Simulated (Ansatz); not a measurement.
# MoS2 (P6_3/mmc): one cell under locks on the spin (series 2), part 2 of 2

What does it cost to force the spins of MoS2 (P6_3/mmc) into other sizes and orders? Cell and atoms stay fixed.

Ansatz 0.2.0; DFT LDA+U (U_eff = 4 eV on Mo d), plane waves, PAW. The steps go on from the part before.

## 5. No spin polarisation

Contents of input.yaml:

```yaml
crystal:
  lattice:
    - [3.16100152, 0.0, 0.0]
    - [-1.58050076, 2.73750762, 0.0]
    - [0.0, 0.0, 12.2949997]
  atoms:
    - { symbol: Mo, position: [0.3333333333, 0.6666666667, 0.25] }
    - { symbol: Mo, position: [0.6666666667, 0.3333333333, 0.75] }
    - { symbol: S, position: [0.3333333333, 0.6666666667, 0.6275] }
    - { symbol: S, position: [0.6666666667, 0.3333333333, 0.1275] }
    - { symbol: S, position: [0.3333333333, 0.6666666667, 0.8725] }
    - { symbol: S, position: [0.6666666667, 0.3333333333, 0.3725] }
basis:
  ecutwfc: 420
  ecutrho_ratio: 4
kpoints:
  mp_grid: { grid: [7, 7, 2] }
hamiltonian:
  xc: lda
  hubbard:
    sites: [{ site: 0, l: d, u_eff: 4.0 }, { site: 1, l: d, u_eff: 4.0 }]
scf:
  occupations: { method: gaussian, width: 0.05 }
  lower_state_search: "off"
  max_iter: 150
output:
  forces: true
  stress: true
  eigenvalues: true
  populations: true
  hubbard: { sites: [{ site: 0, l: d }, { site: 1, l: d }] }
```

Started as:

```sh
ansatz run input.yaml --threads 4 --pin off --max-ram 6144MiB --backend cpu --events-out ev --progress --plain --runs-dir out
```

The log of the run (excerpt; [...] marks lines left out):

```text
Warning: RAYON_NUM_THREADS=4 ignored (pool sized by the plan → 4); use --threads N
Mo: projections on atomic orbitals take those of the free atom [Ar 3d10] 4s2 4p6 4d5 5s1, of charge +0.00 (hamiltonian.pseudopotentials.projection_atoms); the dataset's partial waves leave at most 6.0e-6 of an orbital's norm unspanned inside its sphere
S: projections on atomic orbitals take those of the free atom [Ne] 3s2 3p4, of charge +0.00 (hamiltonian.pseudopotentials.projection_atoms); the dataset's partial waves leave at most 1.6e-7 of an orbital's norm unspanned inside its sphere
[...]
Pseudopotentials: kind: paw
Pseudopotential: Mo, paw, valence charge 14, recommended cutoff 420 eV (normal), Mo.paw.azcp
Pseudopotential: S, paw, valence charge 6, recommended cutoff 420 eV (normal), S.paw.azcp
Functional definition: SPW92
[...]
Crystal: 6 atoms, lattice volume = 106.392 Å³
Basis set: ecut = 420 eV, 2057 PW (Γ)
[...]
        0.000000      -1.284221       0.000000
        0.000000       0.000000       5.455283
  P = ⅓ Tr σ = 0.9623 GPa (9.623 kbar)
--- Band table (eV; the first three rows and the last of 16) ---
[...]
Occupation matrices written to <dir>
--- Löwdin populations: 6 sites ---
  site symbol       q [e]
     0     Mo     13.7427
     1     Mo     13.7427
     2      S      6.0253
     3      S      6.0253
     4      S      6.0253
     5      S      6.0253
  spilling = 0.007954 (of n_electrons = 52.000000)
--- Occupation matrices: 2 shells (run DFT+U table (all-electron-ortho-atomic); ε = 5.05e-3) ---
  Mo0 d_4D: site group D3h (-6m2)
  Mo0 d_4D -      Tr n = 2.6221  λ = 0.472 0.472 0.532 0.532 0.614  [2× xz 0.50 E''(1.00) | 2× x2-y2 0.50 E'(1.00) | z2 1.00 A1'(1.00)]
  Mo1 d_4D: site group D3h (-6m2)
  Mo1 d_4D -      Tr n = 2.6221  λ = 0.472 0.472 0.532 0.532 0.614  [2× xz 0.50 E''(1.00) | 2× x2-y2 0.50 E'(1.00) | z2 1.00 A1'(1.00)]
  Tr n, λ and their labels are of the run-group-symmetrised matrices; stabiliser: 48 of 48 elements of G0×{1,Θ} (closed), max defect 2.7e-15 at τ = 1.1e-3
```

Wall time 2.6 s (4 threads of Arm Neoverse N1, shared host); peak memory 0.43 GiB.

End state: a gap on the mesh of 0.89 eV, pressure 1.0 GPa, no moment over 0.05 μB in any sphere, largest force component 0.73 eV/Å, 24 symmetry operations imposed.

How the shells are filled (orbitals counted by the eigenvalues of the occupation matrices):

```csv
shell,channel,electrons,over 0.8,0.2 to 0.8,under 0.2
Mo 4d (atom 1),each spin,2.62,0,5,0
```

## 6. Total moment locked at zero, no site moments, 0.00 μB per cell

input.yaml, as its differences from that of step 5:

```diff
@@ -31 +31,5 @@
   hubbard: { sites: [{ site: 0, l: d }, { site: 1, l: d }] }
+magnetization:
+  spin_polarized: true
+  initial_magnetization: 0.0
+  spin_locking: { lock_magnetization: hard }
```

The lock stays on to the end, so the result is a constrained state.

Started as:

```sh
ansatz run input.yaml --threads 4 --pin off --max-ram 6144MiB --backend cpu --events-out ev --progress --plain --runs-dir out
```

The log of the run (excerpt; [...] marks lines left out):

```text
Warning: output.stress: scf.convergence.dr2_threshold = 1e-7 eV (the SCF's general default) is looser than the 6e-10 eV advised for a printed stress (1e-10 eV for each atom of the cell: 6). What an SCF threshold leaves in a stress goes as its square root, and in the free energy as the [...]
Warning: RAYON_NUM_THREADS=4 ignored (pool sized by the plan → 4); use --threads N
Mo: projections on atomic orbitals take those of the free atom [Ar 3d10] 4s2 4p6 4d5 5s1, of charge +0.00 (hamiltonian.pseudopotentials.projection_atoms); the dataset's partial waves leave at most 6.0e-6 of an orbital's norm unspanned inside its sphere
S: projections on atomic orbitals take those of the free atom [Ne] 3s2 3p4, of charge +0.00 (hamiltonian.pseudopotentials.projection_atoms); the dataset's partial waves leave at most 1.6e-7 of an orbital's norm unspanned inside its sphere
[...]
[... 2 set-up lines as earlier in the session ...]
[...]
Occupation matrices written to <dir>
--- Löwdin populations: 6 sites ---
  site symbol       q [e]    m [muB]
     0     Mo     13.7427     0.0000
     1     Mo     13.7427     0.0000
     2      S      6.0253     0.0000
     3      S      6.0253     0.0000
     4      S      6.0253     0.0000
     5      S      6.0253     0.0000
  spilling = 0.007954 (of n_electrons = 52.000000)
--- Occupation matrices: 2 shells (run DFT+U table (all-electron-ortho-atomic); ε = 4.13e-3) ---
  Mo0 d_4D: site group D3h (-6m2)
  Mo0 d_4D up     Tr n = 2.6221  λ = 0.472 0.472 0.532 0.532 0.614  [2× xz 0.50 E''(1.00) | 2× x2-y2 0.50 E'(1.00) | z2 1.00 A1'(1.00)]
  Mo0 d_4D dn     Tr n = 2.6221  λ = 0.472 0.472 0.532 0.532 0.614  [2× xz 0.50 E''(1.00) | 2× x2-y2 0.50 E'(1.00) | z2 1.00 A1'(1.00)]
  Mo1 d_4D: site group D3h (-6m2)
  Mo1 d_4D up     Tr n = 2.6221  λ = 0.472 0.472 0.532 0.532 0.614  [2× xz 0.50 E''(1.00) | 2× x2-y2 0.50 E'(1.00) | z2 1.00 A1'(1.00)]
  Mo1 d_4D dn     Tr n = 2.6221  λ = 0.472 0.472 0.532 0.532 0.614  [2× xz 0.50 E''(1.00) | 2× x2-y2 0.50 E'(1.00) | z2 1.00 A1'(1.00)]
  Tr n, λ and their labels are of the run-group-symmetrised matrices; stabiliser: 48 of 48 elements of G0×{1,Θ} (closed), max defect 2.8e-15 at τ = 8.8e-4
```

Wall time 2.8 s (4 threads of Arm Neoverse N1, shared host); peak memory 0.48 GiB.

It ends with a gap on the mesh of 0.89 eV, pressure 1.0 GPa, no moment over 0.05 μB in any sphere, largest force component 0.73 eV/Å, 24 symmetry operations imposed.

The shells' filling, with natural orbitals sorted by occupation:

```csv
shell,channel,electrons,over 0.8,0.2 to 0.8,under 0.2
Mo 4d (atom 1),up,2.62,0,5,0
Mo 4d (atom 1),down,2.62,0,5,0
```

## 7. Antiferromagnetic directions held

Contents of input.yaml:

```yaml
crystal:
  lattice:
    - [3.16100152, 0.0, 0.0]
    - [-1.58050076, 2.73750762, 0.0]
    - [0.0, 0.0, 12.2949997]
  atoms:
    - { symbol: Mo, position: [0.3333333333, 0.6666666667, 0.25], spin: 2.0 }
    - { symbol: Mo, position: [0.6666666667, 0.3333333333, 0.75], spin: -2.0 }
    - { symbol: S, position: [0.3333333333, 0.6666666667, 0.6275] }
    - { symbol: S, position: [0.6666666667, 0.3333333333, 0.1275] }
    - { symbol: S, position: [0.3333333333, 0.6666666667, 0.8725] }
    - { symbol: S, position: [0.6666666667, 0.3333333333, 0.3725] }
basis:
  ecutwfc: 420
  ecutrho_ratio: 4
kpoints:
  mp_grid: { grid: [7, 7, 2] }
hamiltonian:
  xc: lda
  hubbard:
    sites:
      - { site: 0, l: d, u_eff: 4.0, starting_ns: [{ spin: up, occupation_matrix: s0up }, { spin: down, occupation_matrix: s0down }] }
      - { site: 1, l: d, u_eff: 4.0, starting_ns: [{ spin: up, occupation_matrix: s1up }, { spin: down, occupation_matrix: s1down }] }
    occupation_matrices:
      s0up:
        matrix:
          - [0.97, 0.0, 0.0, 0.0, 0.0]
          - [0.0, 0.02, 0.0, 0.0, 0.0]
          - [0.0, 0.0, 0.02, 0.0, 0.0]
          - [0.0, 0.0, 0.0, 0.02, 0.0]
          - [0.0, 0.0, 0.0, 0.0, 0.97]
      s0down:
        matrix:
          - [0.02, 0.0, 0.0, 0.0, 0.0]
          - [0.0, 0.02, 0.0, 0.0, 0.0]
          - [0.0, 0.0, 0.02, 0.0, 0.0]
          - [0.0, 0.0, 0.0, 0.02, 0.0]
          - [0.0, 0.0, 0.0, 0.0, 0.02]
      s1up:
        matrix:
          - [0.02, 0.0, 0.0, 0.0, 0.0]
          - [0.0, 0.02, 0.0, 0.0, 0.0]
          - [0.0, 0.0, 0.02, 0.0, 0.0]
          - [0.0, 0.0, 0.0, 0.02, 0.0]
          - [0.0, 0.0, 0.0, 0.0, 0.02]
      s1down:
        matrix:
          - [0.97, 0.0, 0.0, 0.0, 0.0]
          - [0.0, 0.02, 0.0, 0.0, 0.0]
          - [0.0, 0.0, 0.02, 0.0, 0.0]
          - [0.0, 0.0, 0.0, 0.02, 0.0]
          - [0.0, 0.0, 0.0, 0.0, 0.97]
    ns_hold: { iters: 8 }
scf:
  occupations: { method: gaussian, width: 0.05 }
  lower_state_search: "off"
  max_iter: 150
output:
  forces: true
  stress: true
  eigenvalues: true
  populations: true
  hubbard: { sites: [{ site: 0, l: d }, { site: 1, l: d }] }
magnetization:
  spin_polarized: true
  spin_locking: { lock_directions: true }
```

The typed matrices put 0.97 on the chosen orbitals and 0.02 on the others, and are held for 8 cycles. The lock stays on to the end, so the result is a constrained state.

Started as:

```sh
ansatz run input.yaml --threads 4 --pin off --max-ram 6144MiB --backend cpu --events-out ev --progress --plain --runs-dir out
```

The log of the run (excerpt; [...] marks lines left out):

```text
Warning: crystal.symmetry: narrowed to the stabiliser of the occupation matrices — unitary ops 12 → 4, anti-unitary 12 → 4; lowered by the specified shells (site 0, l: d), (site 1, l: d); largest admitted image defect 4.4e-16, smallest excluded 7.1e-1 — at a splitting's scale: the group [...]
Warning: output.stress: scf.convergence.dr2_threshold = 1e-7 eV (the SCF's general default) is looser than the 6e-10 eV advised for a printed stress (1e-10 eV for each atom of the cell: 6). What an SCF threshold leaves in a stress goes as its square root, and in the free energy as the [...]
Warning: output.stress: the lock of the moments that magnetization.spin_locking holds to the close lets an SCF meet its threshold on dr2 anywhere within the lock's freeze window, and the stress can move with the moments there: no threshold on dr2 bounds that. The window is the square root [...]
Warning: RAYON_NUM_THREADS=4 ignored (pool sized by the plan → 4); use --threads N
Mo: projections on atomic orbitals take those of the free atom [Ar 3d10] 4s2 4p6 4d5 5s1, of charge +0.00 (hamiltonian.pseudopotentials.projection_atoms); the dataset's partial waves leave at most 6.0e-6 of an orbital's norm unspanned inside its sphere
S: projections on atomic orbitals take those of the free atom [Ne] 3s2 3p4, of charge +0.00 (hamiltonian.pseudopotentials.projection_atoms); the dataset's partial waves leave at most 1.6e-7 of an orbital's norm unspanned inside its sphere
[...]
[... 2 set-up lines as earlier in the session ...]
[...]
WARN: the starting moments were not kept: the SCF closed with an absolute magnetisation of 9.4e-6 μB, where they sum to 4 μB in size (2 sites). That is at most 0.1 of that sum. Measured as dr2_m measures the in/out step, that magnetisation stands 1.2e-11 eV from none, at or under the [...]
WARN: hamiltonian.hubbard: on 4 of 4 specified blocks the occupation matrix of this SCF's result fails the test of the specified filling. At site 0 ↑ (sites count from 0 in the list of atoms of the cell that this SCF solves) the least filled combination of the orbitals specified full has [...]
  P = ⅓ Tr σ = 0.9619 GPa (9.619 kbar)
--- Band table (eV; the first three rows and the last of 64) ---
[...]
Occupation matrices written to <dir>
--- Löwdin populations: 6 sites ---
  site symbol       q [e]    m [muB]
     0     Mo     13.7427     0.0000
     1     Mo     13.7427    -0.0000
     2      S      6.0252     0.0000
     3      S      6.0252    -0.0000
     4      S      6.0252     0.0000
     5      S      6.0252    -0.0000
  spilling = 0.007954 (of n_electrons = 52.000000)
--- Occupation matrices: 2 shells (run DFT+U table (all-electron-ortho-atomic); ε = 4.40e-4) ---
  Mo0 d_4D: site group D3h (-6m2)
  Mo0 d_4D up     Tr n = 2.6221  λ = 0.472 0.472 0.532 0.532 0.614  [2× xz 0.50 E''(1.00) | 2× x2-y2 0.50 E'(1.00) | z2 1.00 A1'(1.00)]
  Mo0 d_4D dn     Tr n = 2.6221  λ = 0.472 0.472 0.532 0.532 0.614  [2× xz 0.50 E''(1.00) | 2× x2-y2 0.50 E'(1.00) | z2 1.00 A1'(1.00)]
  specified occupation → Mo0 d_4D up: matrix, ‖Δ‖_F = 0.9945, Tr Δ = -0.6221, displaced = 1.1048, d_λ = 0.9945; orbital distance = 0.7071
  specified occupation → Mo0 d_4D dn: matrix, ‖Δ‖_F = 1.1340, Tr Δ = -2.5221, displaced = 1.2610, d_λ = 1.1340; orbital distance = 0.0000
  Mo1 d_4D: site group D3h (-6m2)
  Mo1 d_4D up     Tr n = 2.6221  λ = 0.472 0.472 0.532 0.532 0.614  [2× xz 0.50 E''(1.00) | 2× x2-y2 0.50 E'(1.00) | z2 1.00 A1'(1.00)]
  Mo1 d_4D dn     Tr n = 2.6221  λ = 0.472 0.472 0.532 0.532 0.614  [2× xz 0.50 E''(1.00) | 2× x2-y2 0.50 E'(1.00) | z2 1.00 A1'(1.00)]
  specified occupation → Mo1 d_4D up: matrix, ‖Δ‖_F = 1.1340, Tr Δ = -2.5221, displaced = 1.2610, d_λ = 1.1340; orbital distance = 0.0000
  specified occupation → Mo1 d_4D dn: matrix, ‖Δ‖_F = 0.9945, Tr Δ = -0.6221, displaced = 1.1048, d_λ = 0.9945; orbital distance = 0.7071
  Tr n, λ and their labels are of the run-group-symmetrised matrices; stabiliser: 48 of 48 elements of G0×{1,Θ} (closed), max defect 5.5e-6 at τ = 9.3e-5
```

Run time: 36 s. Hardware: 4 threads of Arm Neoverse N1, shared host; peak memory 0.53 GiB.

Result: a gap on the mesh of 0.89 eV, pressure 1.0 GPa, no moment over 0.05 μB in any sphere, largest force component 0.73 eV/Å, 4 symmetry operations imposed. The program reports that the typed filling wasn't kept.

How the shells are filled (orbitals counted by the eigenvalues of the occupation matrices):

```csv
shell,channel,electrons,over 0.8,0.2 to 0.8,under 0.2
Mo 4d (atom 1),up,2.62,0,5,0
Mo 4d (atom 1),down,2.62,0,5,0
```

## 8. The states in order of energy

The summary covers parts 1 to 2.

Energies count from the lowest free state and have the smearing extrapolated to zero; for held moments they are taken at the target, with the constraint's term.

| start | energy (meV/atom) | gap (eV) | pressure (GPa) | largest moment (μB) | SCF cycles | time |
| --- | --- | --- | --- | --- | --- | --- |
| ferromagnetic start, free, natural orbitals of the symmetric run filled by rank (earlier series) | 0.0 | 0.89 | 1.0 | 0.00 | 28 | 26 s |
| antiferromagnetic directions held [held] | 0.0 | 0.89 | 1.0 | 0.00 | 28 | 36 s |
| antiferromagnetic start, free | 0.0 | 0.89 | 1.0 | 0.00 | 28 | 34 s |
| ferrimagnetic site moments held at first, then free | 0.0 | 0.89 | 1.0 | 0.00 | 35 | 17 s |
| antiferromagnetic site moments held at first, then free | 0.0 | 0.89 | 1.0 | 0.00 | 27 | 33 s |
| total moment locked at zero, no site moments, 0.00 μB per cell [held] | 0.0 | 0.89 | 1.0 | 0.00 | 8 | 2.8 s |
| no spin polarisation | 0.0 | 0.89 | 1.0 | 0.00 | 8 | 2.6 s |

The 4 free runs end within about 1 meV/atom of each other. Spin polarisation gains nothing here. The lock of «antiferromagnetic directions held» costs nothing: that run ends at the energy of the lowest free state, with its moments gone, so the lock held nothing. The lowest state found need not be the ground state, and the geometry wasn't relaxed for any of them.
